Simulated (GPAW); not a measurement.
# BaTiO3 (P1) in GPAW: single point with LDA

Aim: the single point of BaTiO3 with LDA.

Everything below comes from runs of GPAW 26.7.0. Logs are shortened: lines on timing, memory, paths and dates and some standing lists are left out, and cuts for length are marked. The log counts tension as positive stress, the text compression.

## (1) The cell of the first run

The typed cell holds 5 atoms: a = 3.753 Å, b = 4.526 Å, c = 3.794 Å, α = 93.52°, β = 80.30°, γ = 98.03°.

## (2) Single point, LDA (cell sheared at random, sigma 0.1, atoms nudged by 0.01 Å)

Contents of run.py:

```python
from ase.dft.bandgap import bandgap
from ase.io import read, write
from ase.units import GPa
from gpaw import GPAW, PW

atoms = read('BaTiO3.xyz')

calc = GPAW(mode=PW(600),
            xc='LDA',
            kpts={'size': (5, 4, 5), 'gamma': True},
            occupations={'name': 'fermi-dirac', 'width': 0.05},
            nbands=36,
            maxiter=120,
            txt='gpaw.txt')
atoms.calc = calc
energy = atoms.get_potential_energy()
forces = atoms.get_forces()
stress = atoms.get_stress()
calc.write('gs.gpw')
write('result.traj', atoms)
print(f'Energy: {energy:.6f} eV')
print('Forces (eV/A):')
print(forces.round(4))
print('Stress (GPa):', (stress / GPa).round(3))
print('Fermi level:', round(calc.get_fermi_level(), 4), 'eV')
print(f'Gap: {bandgap(calc)[0]:.4f} eV, direct: {bandgap(calc, direct=True)[0]:.4f} eV')
```

Contents of BaTiO3.xyz:

```xyz
5
Lattice="3.7288979900 -0.4219254500 0.0223674800 -0.2844733300 3.2754742700 3.1100811900 0.3164270400 -2.7537071700 2.5899183700" Properties=species:S:1:pos:R:3 pbc="T T T"
Ba     0.0458193054      0.5154148230      5.6877077018
Ti     1.8812600652      0.0597999658      2.9236612467
O      3.7392105350     -0.1702063631      2.8371337682
O      2.0361251604     -1.3068095491      4.1467837133
O      1.7315471058      1.6712000963      4.3890847058
```

Potentials or basis: the program's PAW data sets (release 1.2.1) made for this functional, pw.

Run with:

```bash
$ OMP_NUM_THREADS=1 python run.py
```

gpaw.txt:

```text
__  _  _
 | _ |_)|_||  |
 |__||  | ||/\| - 26.7.0

Input parameters:
  mode=PW(ecut=600.0),
  kpts=MonkhorstPack(size=(5, 4, 5), gamma=True),
  maxiter=120,
  nbands=36,
  occupations=Occupations(name='fermi-dirac', width=0.05),
  xc=XC(name='LDA')

Diagonalizing LCAO Hamiltonian
Converting LCAO to pw mode

        Ba
             O

            O
            Ti   O

Atoms  # Å, Bohr magnetons
|   | symbol |        x |         y |        z |    initial magnetic moments |
|---|--------|----------|-----------|----------|-----------------------------|
| 0 |     Ba | 0.045819 |  0.515415 | 5.687708 | ( 0.0000,  0.0000,  0.0000) |
| 1 |     Ti | 1.881260 |  0.059800 | 2.923661 | ( 0.0000,  0.0000,  0.0000) |
| 2 |      O | 3.739211 | -0.170206 | 2.837134 | ( 0.0000,  0.0000,  0.0000) |
| 3 |      O | 2.036125 | -1.306810 | 4.146784 | ( 0.0000,  0.0000,  0.0000) |
| 4 |      O | 1.731547 |  1.671200 | 4.389085 | ( 0.0000,  0.0000,  0.0000) |

Unit cell  # Å
| periodic |         x |         y |        z |  lengths |    angles |
|----------|-----------|-----------|----------|----------|-----------|
|      yes |  3.728898 | -0.421925 | 0.022367 | 3.752759 | 93.522567 |
|      yes | -0.284473 |  3.275474 | 3.110081 | 4.525733 | 80.295600 |
|      yes |  0.316427 | -2.753707 | 2.589918 | 3.793508 | 98.032362 |

Number of symmetries: 1
Symmetry operations  # r_c * U_cc + t_c -> r_c
|   | kind |            matrix            |
|---|------|------------------------------|
| 0 |  E   |  1, 0, 0,  0, 1, 0,  0, 0, 1 |

BZ-sampling:
  Number of BZ points: 100
  Number of IBZ points: 51

  Monkhorst-Pack size: [5, 4, 5]
  Monkhorst-Pack shift: [0.0, 0.125, 0.0]

K-points  # in reciprocal-cell coordinates
|     |                                coordinates |     weight |
|-----|--------------------------------------------|------------|
|   0 | (  0.00000000,   0.00000000,   0.00000000) | 0.01000000 |
|   1 | (  0.00000000,   0.00000000,   0.20000000) | 0.02000000 |
|   2 | (  0.00000000,   0.00000000,   0.40000000) | 0.02000000 |
|   3 | (  0.00000000,   0.25000000,  -0.40000000) | 0.02000000 |
|   4 | (  0.00000000,   0.25000000,  -0.20000000) | 0.02000000 |
|   5 | (  0.00000000,   0.25000000,   0.00000000) | 0.02000000 |
|   6 | (  0.00000000,   0.25000000,   0.20000000) | 0.02000000 |
|   7 | (  0.00000000,   0.25000000,   0.40000000) | 0.02000000 |
|   8 | (  0.00000000,   0.50000000,   0.00000000) | 0.01000000 |
|   9 | (  0.00000000,   0.50000000,   0.20000000) | 0.02000000 |
| ... |                                            |            |
|  50 | (  0.40000000,   0.50000000,   0.40000000) | 0.02000000 |

Plane wave coefficients: 2115
Cutoff: 600.0 eV

Spin-components: 1 (collinear spins)
Bands:           36
Projectors:      27
Spin-degeneracy: 2
Datatype:        complex128

Parallelization:
  kpt:    1
  domain: 1
  band:   1

Density:
  Valence electrons: 40.0
  Components: 1
  Grid points: [24 27 24]
  Charge: 0.0  # |e|

Potential:
  Grid points: [24 27 24]

species:
  Ba:
    name:    Barium
    Z:       56.0
    valence: 10
    core:    46
    charge:  0.0  # [|e|]
    compensation charges:
      type: gauss
      rc: 0.37  # [Å]
      lmax: 2
    cutoffs:
      filter: 2.06  # [Å]
      core: 2.33  # [Å]
    projectors
    | kind |    occ | energy [eV] | rcut [Å] |
    |------|--------|-------------|----------|
    |   5s |  2.000 |     -33.774 |    1.164 |
    |   6s |  2.000 |      -3.346 |    1.164 |
    |   5p |  6.000 |     -18.813 |    1.164 |
    |    p |        |       0.000 |    1.164 |
    |    d |        |       0.000 |    1.164 |
    |    d |        |      27.211 |    1.164 |

    Using partial waves for Ba as LCAO basis

  Ti:
    name:    Titanium
    Z:       22.0
    valence: 12
    core:    10
    charge:  0.0  # [|e|]
    compensation charges:
      type: gauss
      rc: 0.38  # [Å]
      lmax: 2
    cutoffs:
      filter: 2.23  # [Å]
      core: 1.02  # [Å]
    projectors
    | kind |    occ | energy [eV] | rcut [Å] |
    |------|--------|-------------|----------|
    |   3s |  2.000 |     -62.257 |    1.270 |
    |   4s |  2.000 |      -4.593 |    1.270 |
    |   3p |  6.000 |     -38.791 |    1.058 |
    |   4p |  0.000 |      -1.536 |    1.058 |
    |   3d |  2.000 |      -4.463 |    1.058 |
    |    d |        |      22.748 |    1.058 |

    Using partial waves for Ti as LCAO basis

  O:
    name:    Oxygen
    Z:       8.0
    valence: 6
    core:    2
    charge:  0.0  # [|e|]
    compensation charges:
      type: gauss
      rc: 0.21  # [Å]
      lmax: 2
    cutoffs:
      filter: 1.17  # [Å]
      core: 0.83  # [Å]
    projectors
    | kind |    occ | energy [eV] | rcut [Å] |
    |------|--------|-------------|----------|
    |   2s |  2.000 |     -23.752 |    0.688 |
    |   2p |  4.000 |      -9.195 |    0.598 |
    |    s |        |       3.459 |    0.688 |
    |    p |        |      18.016 |    0.598 |
    |    d |        |       0.000 |    0.619 |

    Using partial waves for O as LCAO basis

Reference energy: -250365.446817  # eV

eigensolver:
  PPCG
  Converge bands: occupied
  niter=2

density mixing:
  MSR1-Mixer
  Pratt-step length: 0.05
  Maximum mixing coefficient: 0.75
  Old densities: 10
  SVD Regularization: 0.005
  Good broyden scale: 1.0
  Trust region scale: 1.0
  Backstep threshold: 4.0
  History deletion threshold: 6.0
  Fourier metric: weight=20.0, sigma=0.015

occupation numbers:
  Fermi-Dirac:
    width: 0.0500  # eV

poisson solver:
  ecut: 4800.0  # eV

xc functional:
  name: None

convergence criteria:
- Maximum [total energy] change in last 3 cyles: 0.0005 eV / valence electron
- Maximum integral of absolute [dens]ity change: 0.0001 electrons / valence electron
- Maximum integral of absolute [eigenst]ate change: 4e-08 eV^2 / valence electron
maximum number of iterations: 120

SCF iterations
|iter     | |      energy | eigst |  dens |
|---------|-|-------------|-------|-------|
|iter:   1| |  -47.083436 | +0.16 |       |
|iter:   2| |  -45.305023 | -1.58 | -0.86 |
|iter:   3| |  -41.822387 | -0.96 | -0.93 |
|iter:   4| |  -41.596701 | -2.05 | -1.41 |
|iter:   5| |  -41.497350 | -2.74 | -1.58 |
|iter:   6| |  -41.491994 | -3.41 | -1.97 |
|iter:   7| |  -41.491771c| -4.72 | -2.79 |
|iter:   8| |  -41.491675c| -5.29 | -3.06 |
|iter:   9| |  -41.491675c| -6.14 | -3.46 |
|iter:  10| |  -41.491672c| -7.42c| -4.08c|

Converged in 10 steps
Energy contributions relative to reference atoms: (reference = -250365.446817)

Energy contributions:
  Kinetic:          55.111327
  Coulomb:         -53.220763
  Zero:              0.486250
  External:          0.000000
  Xc:              -43.868375
  Entropy:          -0.000222
  Spinorbit:         0.000000
  ----------------------------
  Free energy:     -41.491783
  Extrapolated:    -41.491672

dipole moment: (-11.503429, 5.497460, 49.088281)  # |e|*Ang

Fermi level: 8.744
Eigenvalues  # (at kpt = [0.000, 0.000, 0.000])
| band index |      eig [eV] | occ [0-2] |
|------------|---------------|-----------|
|          0 |       -48.223 |     2.000 |
|        ... |               |           |
|         12 |         5.274 |     2.000 |
|         13 |         5.669 |     2.000 |
|         14 |         6.175 |     2.000 |
|         15 |         6.332 |     2.000 |
|         16 |         6.682 |     2.000 |
|         17 |         7.489 |     2.000 |
[... 8 lines left out ...]
|         26 |        13.586 |     0.000 |
|         27 |        14.445 |     0.000 |
|        ... |               |           |
|         35 |        26.168 |     0.000 |

Gap: 0.476 eV
Transition (v -> c):
  (s=0, k=35, n=19, [0.40, -0.25, 0.40]) -> (s=0, k=0, n=20, [0.00, 0.00, 0.00])
Direct/indirect transitions are different
Direct gap: 0.591 eV
Transition at: (s=0, k=0, n=19, [0.00, 0.00, 0.00])

Forces  # eV/Ang
|        x |        y |        z |
|----------|----------|----------|
| -0.04555 |  0.07043 |  0.33539 |  # Ba   0
| -0.17431 |  0.51834 |  0.35347 |  # Ti   1
|  0.11631 |  0.00993 | -0.17957 |  # O    2
| -0.10376 | -0.01411 |  0.00893 |  # O    3
|  0.20759 | -0.58553 | -0.51757 |  # O    4

Stress tensor  # eV/Ang^3
|         x |         y |         z |
|-----------|-----------|-----------|
| -0.097474 | -0.165321 |  0.047146 |
| -0.165321 |  0.048397 |  0.100104 |
|  0.047146 |  0.100104 | -0.014915 |

# Writing to gs.gpw (mode='')
```

Wall time 86 s (1 thread of Arm Neoverse V1, shared host); peak memory 0.24 GiB.

Results:

```yaml
Free_energy: -41.4918 eV
Pressure: 3.4 GPa
Largest_force: 0.809 eV/Å
Band_gap_on_the_k_mesh: 0.48 eV, indirect (least direct gap 0.59 eV)
```

Forces in eV/Å, atoms in the order of the input:
```
Ba  -0.046  0.070  0.335
Ti  -0.174  0.518  0.353
O    0.116  0.010 -0.180
O   -0.104 -0.014  0.009
O    0.208 -0.586 -0.518
```

Stress tensor (GPa, compression positive):
```
 15.62  26.49  -7.55
 26.49  -7.75 -16.04
 -7.55 -16.04   2.39
```

Caveat: the cutoff is short for stress and forces, so pressures can be off by a GPa or more; spin-orbit coupling is left out, which moves the levels of the heavy elements; an odd mesh through Γ misses points on the zone boundary, where band edges often lie.
